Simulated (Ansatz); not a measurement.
# MoS2 (R3m)

Computed with DFT PBE+D3(BJ), scalar-relativistic, plane waves, PAW in Ansatz.

Settings: cutoff 420 eV, Γ-centred mesh 12×12×12 on the computed 3-atom cell, Gaussian smearing of 0.02 eV; no spin polarisation.

The structure is relaxed at this level of theory with its symmetry kept.

```cif
data_structure
_symmetry_space_group_name_H-M 'R3m:H'
_symmetry_Int_Tables_number 160
_cell_length_a 3.1531
_cell_length_b 3.1531
_cell_length_c 17.9888
_cell_angle_alpha 90.000
_cell_angle_beta 90.000
_cell_angle_gamma 120.000
_cell_volume 154.88
loop_
_atom_site_label
_atom_site_type_symbol
_atom_site_symmetry_multiplicity
_atom_site_Wyckoff_symbol
_atom_site_fract_x
_atom_site_fract_y
_atom_site_fract_z
_atom_site_occupancy
Mo1 Mo 3 a 0.66667 0.33333 0.33325 1
S1 S 3 a 0.66667 0.33333 0.08680 1
S2 S 3 a 0.33333 0.66667 0.24629 1
```

| Item | Value |
| --- | --- |
| Space group | R3m (No. 160) |
| Volume per atom | 17.21 Å³ |
| Kohn–Sham band gap | 0.76 eV, indirect from T to (0.000, 0.182, -0.185) |
| Löwdin character of the top 1 eV of the valence band | Mo 4d 57 %, S 3p 38 % |
| Löwdin character of the lowest 1 eV of the conduction band | Mo 4d 64 %, S 3p 30 % |
| Electron masses at the edge by Cartesian direction of the computed cell, whose vectors are (1.577, 0.910, 5.996), (-1.577, 0.910, 5.996), (0.000, -1.820, 5.996) Å (m_e; degenerate bands sorted by energy; no spin-orbit coupling) | x: 0.73; y: 0.66; z: 0.50 |
| Hole masses at the edge by Cartesian direction of the computed cell, whose vectors are (1.577, 0.910, 5.996), (-1.577, 0.910, 5.996), (0.000, -1.820, 5.996) Å (m_e; degenerate bands sorted by energy; no spin-orbit coupling) | x: 0.59; y: 0.59; z: 1.0 |
| Electronic dielectric constant xx, yy, zz of the computed cell, whose vectors are (1.577, 0.910, 5.996), (-1.577, 0.910, 5.996), (0.000, -1.820, 5.996) Å (independent particles) | 16.7, 16.7, 10.7 |
| Bader charges (e) | Mo (1 in the cell) 1.22, S (1 in the cell) -0.61, S (1 in the cell) -0.61 |

A ferromagnetic start lost its moments in a first run, so spin was left out; other magnetic orders weren't tried.

Cost: 12 runs of about 19 core-minutes in all, on Arm Neoverse V2 (shared hosts).